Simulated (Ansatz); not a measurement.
Si from a database structure, 2 atoms and 8 valence electrons in a cell of about 40 Å³, was run 9 times in the plane-wave code Ansatz, each time on 4 threads of Intel(R) Xeon(R) 6975P-C (Granite Rapids) (shared host).

| run | k mesh | irreducible k | cutoff (eV) | plane waves | bands | SCF iterations | wall time | peak host memory (GiB) |
| --- | --- | --- | --- | --- | --- | --- | --- | --- |
| G0W0, PBE, 65 empty bands, 80 eV | 4×4×4 | 8 | 420 | 749 | 8 | 6 | 1.2 s | 0.31 |
| G0W0, PBE, 151 empty bands, 140 eV | 4×4×4 | 8 | 420 | 749 | 8 | 6 | 3 s | 0.42 |
| G0W0, PBE, 278 empty bands, 210 eV | 4×4×4 | 8 | 420 | 749 | 8 | 6 | 8.5 s | 0.52 |
| G0W0, HSE06, 151 empty bands, 140 eV | 4×4×4 | 8 | 420 | 749 | 8 | 10 | ? | ? |
| G0W0, LDA, 151 empty bands, 140 eV | 4×4×4 | 8 | 420 | 749 | 8 | 6 | ? | ? |
| G0W0, r2SCAN, 151 empty bands, 140 eV | 4×4×4 | 8 | 500 | 965 | 8 | 6 | 3.2 s | 0.52 |
| G0W0, PBE, 151 empty bands, 140 eV, plasmon pole | 4×4×4 | 8 | 420 | 749 | 8 | 6 | ? | ? |
| G0W0, PBE, 65 empty bands, 80 eV | 6×6×6 | 16 | 420 | 749 | 8 | 6 | ? | ? |
| G0W0, PBE, 151 empty bands, 140 eV, norm-conserving | 4×4×4 | 8 | 490 | 965 | 8 | 6 | 2.8 s | 0.4 |

Q: What time and memory did the runs marked ? need?

A:

| run | wall time | peak host memory (GiB) |
| --- | --- | --- |
| G0W0, PBE, 151 empty bands, 140 eV, plasmon pole | 3.1 s | 0.43 |
| G0W0, PBE, 65 empty bands, 80 eV | 3.7 s | 0.34 |
| G0W0, LDA, 151 empty bands, 140 eV | 3 s | 0.44 |
| G0W0, HSE06, 151 empty bands, 140 eV | 13 s | 0.53 |
